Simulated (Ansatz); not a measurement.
# Step by step: InSe, relaxation of cell and atoms

These are results of Ansatz 0.2.0, DFT, PBE, all-electron LAPW, scalar-relativistic, not measurements.

Command: `ansatz run input.yaml --threads 1 --pin off --max-ram 3072MiB --backend cpu --events-out ev --progress --plain --runs-dir out` The run took 9 min on 1 thread of Intel(R) Xeon(R) Platinum 8488C (Sapphire Rapids) (shared host).

```yaml
crystal:
  lattice:
    - [2.0263188076, 1.1698957091, 8.5510653682]
    - [-2.0263188076, 1.1698957091, 8.5510653682]
    - [0.0, -2.3397914182, 8.5510653682]
  atoms:
    - { symbol: In, position: [0.0, 0.0, 0.0] }
    - { symbol: In, position: [0.1114, 0.1114, 0.1114] }
    - { symbol: Se, position: [0.6165, 0.6165, 0.6165] }
    - { symbol: Se, position: [0.8281, 0.8281, 0.8281] }
kpoints:
  mp_grid: { grid: [7, 7, 7] }
scf:
  occupations: { method: fermi_dirac, width: 0.02 }
hamiltonian:
  xc: pbe
  pseudopotentials: { kind: all_electron, lapw: { basis_error: 0.001 } }
output:
  forces: true
  stress: true
relax:
  f_tol: 0.005
  max_steps: 80
  cell: {}
```

Spin–orbit coupling is left out, though it moves levels of the heavy atoms by tenths of an eV or more.

The cell comes from COD entry 2106552, which wasn't checked; take it as a given geometry. It differs from other determinations. The listed cell was then made from it by scaling, straining or moving an atom.

Each frame lists the cell vectors (Å), then Cartesian positions (Å) and forces (eV/Å). Free energies count from the first step, -452345.3431 eV.

The walk took 11 evaluations in all; steps that aren't listed are left out.

Step 1: E = 0.0 meV, P = 0.74 GPa

```
cell 2.0263 1.1699 8.5511 -2.0263 1.1699 8.5511 0.0000 -2.3398 8.5511
In    0.0000    0.0000    0.0000     0.000   0.000   0.190
In    0.0000    0.0000    2.8578     0.000   0.000  -0.206
Se    0.0000    0.0000   15.8152     0.000   0.000   0.046
Se    0.0000    0.0000   21.2434     0.000   0.000  -0.030
```

Step 2: E = -14.4 meV, P = 0.72 GPa

```
cell 2.0458 1.1812 8.6308 -2.0458 1.1812 8.6308 0.0000 -2.3623 8.6308
In    0.0000    0.0000    0.0581     0.000   0.000  -0.224
In    0.0000    0.0000    2.8247     0.000   0.000   0.222
Se    0.0000    0.0000   16.0613     0.000   0.000  -0.045
Se    0.0000    0.0000   21.3445     0.000   0.000   0.047
```

Step 3: E = -26.2 meV, P = -0.01 GPa

```
cell 2.0515 1.1845 8.7412 -2.0515 1.1845 8.7412 0.0000 -2.3689 8.7412
In    0.0000    0.0000    0.0495     0.000   0.000  -0.036
In    0.0000    0.0000    2.8699     0.000   0.000   0.037
Se    0.0000    0.0000   16.2663     0.000   0.000   0.036
Se    0.0000    0.0000   21.6181     0.000   0.000  -0.037
```

Step 4: E = -29.6 meV, P = 0.01 GPa

```
cell 2.0505 1.1838 8.8548 -2.0505 1.1838 8.8548 0.0000 -2.3677 8.8548
In    0.0000    0.0000    0.0638     0.000   0.000   0.034
In    0.0000    0.0000    2.8936     0.000   0.000  -0.034
Se    0.0000    0.0000   16.5116     0.000   0.000  -0.002
Se    0.0000    0.0000   21.8651     0.000   0.000   0.002
```

Step 5: E = -30.8 meV, P = 0.08 GPa

```
cell 2.0398 1.1777 8.9650 -2.0398 1.1777 8.9650 0.0000 -2.3554 8.9650
In    0.0000    0.0000    0.0842     0.000   0.000  -0.030
In    0.0000    0.0000    2.9100     0.000   0.000   0.030
Se    0.0000    0.0000   16.7314     0.000   0.000   0.049
Se    0.0000    0.0000   22.1227     0.000   0.000  -0.049
```

Step 6: E = -33.3 meV, P = 0.06 GPa

```
cell 2.0437 1.1799 9.1021 -2.0437 1.1799 9.1021 0.0000 -2.3598 9.1021
In    0.0000    0.0000    0.1071     0.000   0.000   0.005
In    0.0000    0.0000    2.9330     0.000   0.000  -0.005
Se    0.0000    0.0000   17.0392     0.000   0.000   0.001
Se    0.0000    0.0000   22.4095     0.000   0.000  -0.001
```

Step 7: E = -33.7 meV, P = 0.01 GPa

```
cell 2.0450 1.1807 9.1663 -2.0450 1.1807 9.1663 0.0000 -2.3614 9.1663
In    0.0000    0.0000    0.1177     0.000   0.000   0.001
In    0.0000    0.0000    2.9437     0.000   0.000  -0.001
Se    0.0000    0.0000   17.1790     0.000   0.000   0.002
Se    0.0000    0.0000   22.5478     0.000   0.000  -0.003
```

Step 8: E = -34.0 meV, P = 0.01 GPa

```
cell 2.0446 1.1804 9.2616 -2.0446 1.1804 9.2616 0.0000 -2.3608 9.2616
In    0.0000    0.0000    0.1342     0.000   0.000  -0.002
In    0.0000    0.0000    2.9591     0.000   0.000   0.002
Se    0.0000    0.0000   17.3857     0.000   0.000  -0.002
Se    0.0000    0.0000   22.7541     0.000   0.000   0.002
```

Step 9: E = -34.0 meV, P = -0.01 GPa

```
cell 2.0445 1.1804 9.2932 -2.0445 1.1804 9.2932 0.0000 -2.3608 9.2932
In    0.0000    0.0000    0.1384     0.000   0.000   0.005
In    0.0000    0.0000    2.9655     0.000   0.000  -0.005
Se    0.0000    0.0000   17.4527     0.000   0.000   0.000
Se    0.0000    0.0000   22.8242     0.000   0.000  -0.001
```

Question: How does the relaxation end?

Answer: It converges, with a = 4.089 Å, b = 4.089 Å, c = 27.908 Å, α = 90.00°, β = 90.00°, γ = 120.00° (conventional cell, space group R3m). The last solve (on a basis chosen afresh for the final cell, so its energy is not quite comparable) gives E = -34.2 meV, P = 0.00 GPa:
```
cell 2.0443 1.1803 9.3025 -2.0443 1.1803 9.3025 0.0000 -2.3606 9.3025
In    0.0000    0.0000    0.1408     0.000   0.000  -0.003
In    0.0000    0.0000    2.9662     0.000   0.000   0.003
Se    0.0000    0.0000   17.4735     0.000   0.000   0.001
Se    0.0000    0.0000   22.8438     0.000   0.000  -0.001
```
